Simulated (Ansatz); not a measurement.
NbP:

```
Nb P
1.0
    -1.67492    1.67492    5.74011
     1.67492   -1.67492    5.74011
     1.67492    1.67492   -5.74011
Nb P
2 2
Direct
  0.24988 0.74988 0.50000
  0.49988 0.49988 0.00000
  0.83275 0.33275 0.50000
  0.08275 0.08275 0.00000
```

The cell is a database's computed one.

| Item | Value |
| --- | --- |
| Program | Ansatz 0.2.0 |
| Task | relaxation of cell and atoms |
| Functional | RPBE |
| Dispersion | D4 |
| Potentials or basis | Ansatz PAW |
| Cutoff | 420 eV (not typed: the program's choice for these potentials) |
| k mesh | 11 × 11 × 11 |
| Occupations | fermi-dirac, width 0.05 eV |
| Spin | no spin polarisation |

At the start: volume 16.10 Å³/atom.

Question: How do energy, volume and symmetry change on relaxing?

Answer: It ends after 5 steps and the volume is 15.52 Å³/atom (-3.6 %); space group I4_1md (No. 109, to 0.05 Å).

The path:
| step | energy change (eV) | largest force (eV/Å) | volume (Å³) |
| --- | --- | --- | --- |
| 1 | 0.0000 | 0.0165 | 64.41 |
| 2 | -0.0227 | 0.0082 | 60.51 |
| 3 | -0.0516 | 0.0028 | 62.18 |
| 4 | -0.0517 | 0.0007 | 62.09 |
| 5 | -0.0513 | 0.0007 | 62.09 |

Final structure:
```yaml
crystal:
  lattice:
    - [-1.66080, 1.66080, 5.62780]
    - [1.66080, -1.66080, 5.62780]
    - [1.66080, 1.66080, -5.62780]
  atoms:
    - { symbol: Nb, position: [0.25029, 0.75029, 0.50000] }
    - { symbol: Nb, position: [0.50029, 0.50029, 0.00000] }
    - { symbol: P, position: [0.83234, 0.33234, 0.50000] }
    - { symbol: P, position: [0.08234, 0.08234, 0.00000] }
```

Caveat: the plane-wave basis is chosen anew once the cell has moved, so the energies of steps on either side of that aren't comparable; the PAW data sets come from PBE, with cores solved anew for the run's functional, which leaves a small shift of forces and pressure.
